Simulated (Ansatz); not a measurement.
# Te2Mo: band structure with RPBE

**Measured values to compare with.**

“Broadband infrared study of pressure-tunable Fano resonance and metallization transition in 2H-MoTe2”, 2022, pmc:9569381 quotes, for a bulk crystal of Te2Mo at 300 K: band gap 0.88 ± 0.05 eV (indirect).

The system is Te2Mo.

```
Te Mo
1.0
     3.51820    0.00000    0.00000
    -1.75910    3.04685    0.00000
     0.00000    0.00000   13.97360
Te Mo
4 2
Cartesian
  1.7591 1.0156 5.2960
  0.0000 2.0312 12.2828
  1.7591 1.0156 1.6908
  0.0000 2.0312 8.6776
  1.7591 1.0156 10.4802
  0.0000 2.0312 3.4934
```

| Quantity | Value |
| --- | --- |
| Program | Ansatz 0.2.0 |
| Task | band structure |
| Functional | RPBE |
| Potentials or basis | Ansatz PAW |
| Cutoff | 420 eV (not typed: the program's choice for these potentials) |
| k mesh | 9 × 9 × 2 |
| Occupations | fermi-dirac, width 0.05 eV |
| Spin | no spin polarisation |
| Path | [["G", "M", "K", "G", "A", "L", "H", "A"], ["L", "M"], ["K", "H"]] |
| Points for each segment of the path | 14 |

| Item | Value |
| --- | --- |
| Pressure | 4.9 GPa |
| Largest force | 0.259 eV/Å |
| Band gap on the k mesh | 0.81 eV, indirect (least direct gap 1.04 eV) |
| Band gap along the path | 0.74 eV, indirect (least direct gap 1.04 eV) |

Forces on the atoms (eV/Å):
```
Te   0.000  0.000  0.259
Te   0.000  0.000  0.259
Te   0.000  0.000 -0.259
Te   0.000  0.000 -0.259
Mo   0.000  0.000  0.000
Mo   0.000  0.000  0.000
```

Stress tensor (GPa, compression positive):
```
4.60 0.00 0.00
0.00 4.60 0.00
0.00 0.00 5.47
```

Levels at the corners of the path, in eV from the valence-band top:
```tsv
point	band 43	band 44	band 45	band 46	band 47	band 48	band 49	band 50
Γ	-1.01	-1.01	-0.33	0.00	2.91	2.91	3.04	3.04
M	-1.01	-0.95	-0.60	-0.31	1.27	1.33	1.48	1.80
K	-1.84	-1.84	-0.29	-0.06	0.99	0.99	1.19	2.18
Γ	-1.01	-1.01	-0.33	0.00	2.91	2.91	3.04	3.04
A	-1.03	-1.03	-0.08	-0.08	2.95	2.95	2.95	2.95
L	-0.96	-0.96	-0.46	-0.46	1.30	1.30	1.65	1.65
H	-2.00	-2.00	-0.20	-0.20	0.99	0.99	1.65	1.65
A	-1.03	-1.03	-0.08	-0.08	2.95	2.95	2.95	2.95
L	-0.96	-0.96	-0.46	-0.46	1.30	1.30	1.65	1.65
M	-1.01	-0.95	-0.60	-0.31	1.27	1.33	1.48	1.80
K	-1.84	-1.84	-0.29	-0.06	0.99	0.99	1.19	2.18
H	-2.00	-2.00	-0.20	-0.20	0.99	0.99	1.65	1.65
```

It took 39 s on 2 threads of Intel(R) Xeon(R) Processor @ 2.50GHz (Skylake/Cascade Lake), with other jobs on the host, peak memory 0.8 GiB.

Against the measured gap of Te2Mo, 0.88 eV (indirect; 300 K; quoted in “Broadband infrared study of pressure-tunable Fano resonance and metallization transition in 2H-MoTe2”, 2022, pmc:9569381), the calculated 0.74 eV is off by -0.14 eV. Spin-orbit coupling on Mo, Te is left out. The value is that of RPBE, without temperature or zero-point motion. Semilocal functionals fall short of measured gaps as a rule.

Caveat: the k mesh misses the band edges, so the gap on the mesh is wider than the one along the path; spin-orbit coupling is left out, which moves the levels of the heavy elements; this functional lacks dispersion, which binds the layers, so the pressure and a relaxed spacing across them are unreliable; the PAW data sets come from PBE, with cores solved anew for the run's functional, which leaves a small shift of forces and pressure.
